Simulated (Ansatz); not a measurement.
## From barrier to diffusion: O in SrTiO$_{3}$

All numbers below come from DFT PBEsol, scalar-relativistic, plane waves, PAW in Ansatz. (420 eV cutoff, 2×2×2 k-mesh, shifted by half a step, Gaussian smearing of 0.02 eV, no spin polarisation)

Host crystal, relaxed:

```
Sr Ti O
1.0
     3.89113    0.00000    0.00000
     0.00000    3.89113    0.00000
     0.00000    0.00000    3.89113
Sr Ti O
1 1 3
Direct
  0.00000 0.00000 0.00000
  0.50000 0.50000 0.50000
  0.50000 0.00000 0.50000
  0.50000 0.50000 0.00000
  0.00000 0.50000 0.50000
```

In a supercell of 40 host sites with charge +2, O trades places with a neighbouring O vacancy, moving 2.47 Å. Climbing-image nudged elastic band at fixed cell; the order of the saddle wasn't checked, and the small cell leaves errors of about a tenth of an eV.

```
image path (Å) E − E(0) (eV)
    0      0.00          0.000
    1      0.51          0.084
    2      1.02          0.374
    3      1.54          0.527
    4      2.05          0.374
    5      2.56          0.084
    6      3.07          0.000
```

What are the barriers forward and back, and what attempt frequency does the shape suggest?

Forward 0.53 eV, back 0.53 eV, the ends being level. For a sinusoidal profile E_b sin²(πx/l), with the O atom alone moving, ν = (1/l)√(E_b/2m) = 5.1×10¹² s⁻¹, within an order of magnitude of the customary 10¹³ s⁻¹; a true prefactor needs the vibrations at the minimum and at the saddle.

With ν = 10¹³ s⁻¹, how often does the exchange happen at 300, 600 and 1000 K once atom and vacancy are neighbours, taking the host as solid throughout? Does that give the diffusivity?

k = ν exp(−E_b/k_BT):
| T (K) | k (1/s) | wait (s) |
| --- | --- | --- |
| 300 | 1.4×10⁴ | 7.3×10⁻⁵ |
| 600 | 3.7×10⁸ | 2.7×10⁻⁹ |
| 1000 | 2.2×10¹⁰ | 4.6×10⁻¹¹ |

No. The atom can jump only when a vacancy is beside it, so where vacancies are thermal the activation energy of diffusion adds the vacancy's formation energy; where doping, quenching or off-stoichiometry fixes their number, it doesn't. And repeated exchanges only swap the two back and forth: O gets on when the vacancy moves round it by other jumps, which the correlation factor counts. An error of 0.1 eV in the barrier changes k by a factor of 48 at 300 K and 3.2 at 1000 K.

Cost: 1 run of about 59 core-minutes, on Intel Xeon Processor @ 2.70GHz (shared hosts).